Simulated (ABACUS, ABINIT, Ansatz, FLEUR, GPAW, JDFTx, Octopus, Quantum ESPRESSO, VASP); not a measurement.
## One calculation of MnO, 10 ways

```
Mn O
1.0
     0.00000    2.22391    2.22391
     2.22391    0.00000    2.22391
     2.22391    2.22391    0.00000
Mn O
1 1
Direct
  0.00000 0.00000 0.00000
  0.50000 0.50000 0.50000
```

The cell is a database's computed one, not the measured one.

Alike in all runs: task single point; functional PBE; k mesh 10 × 10 × 10; occupations fermi-dirac, width 0.05 eV; collinear spin, ferromagnetic start; no spin-orbit coupling. The measured crystal is an antiferromagnetic insulator; the state found here is the runs' own. Pressure is positive in compression and, in plane waves, holds the error of the finite cutoff, which Ansatz's Pulay term estimates and takes out.

| program and potentials | plane-wave cutoff (eV) | notes | band gap (eV) | pressure (GPa) | net moment per atom (μB) |
| --- | --- | --- | --- | --- | --- |
| Ansatz, Ansatz PAW | 420 | 10.5 valence electrons an atom on average; Pulay term of +0.62 GPa included | no gap | 0.05 | 2.40 |
| ABACUS, PseudoDojo NC SR 0.4.1 PBE standard, plane waves | 1320 | 10.5 valence electrons an atom on average | no gap | 0.48 | 2.42 |
| Octopus, pseudodojo_pbe (PseudoDojo 0.5, PBE) | - | 10.5 valence electrons an atom on average | no gap | - | 2.42 |
| JDFTx, PseudoDojo-SR-PBE-0.5-standard | 1306 | 10.5 valence electrons an atom on average | no gap | 0.51 | 2.42 |
| ABINIT, JTH PAW PBE v2.0 | 707 | 10.5 valence electrons an atom on average | no gap | 0.05 | 2.39 |
| VASP, PBE PAW files Mn_pv, O, 520 eV | 520 | 9.5 valence electrons an atom on average | no gap | 0.24 | 2.40 |
| Ansatz, all-electron LAPW, scalar-relativistic | - | - | no gap | 0.07 | 2.40 |
| Quantum ESPRESSO, SSSP 1.3 efficiency PBE | 884 | 10.5 valence electrons an atom on average | no gap | -0.07 | 2.40 |
| FLEUR, all-electron, FLAPW | - | - | no gap | - | 2.40 |
| GPAW, GPAW PAW data sets (gpaw-data 1.2.1) | 800 | 10.5 valence electrons an atom on average | no gap | 1.43 | 2.39 |

None finds a gap. The pressure spans -0.07 (Quantum ESPRESSO, SSSP 1.3 efficiency PBE) to 1.43 GPa (GPAW, GPAW PAW data sets (gpaw-data 1.2.1)), with all-electron results at 0.07. The net moment per atom spans 2.39 (GPAW, GPAW PAW data sets (gpaw-data 1.2.1)) to 2.42 μB (Octopus, pseudodojo_pbe (PseudoDojo 0.5, PBE)), with all-electron results at 2.40. The state is the one that the start led to, which needn't be the lowest.

The functional is the same throughout but for its coding, so the spread measures potentials, basis and numerics; runs on potential files found faulty are left out.
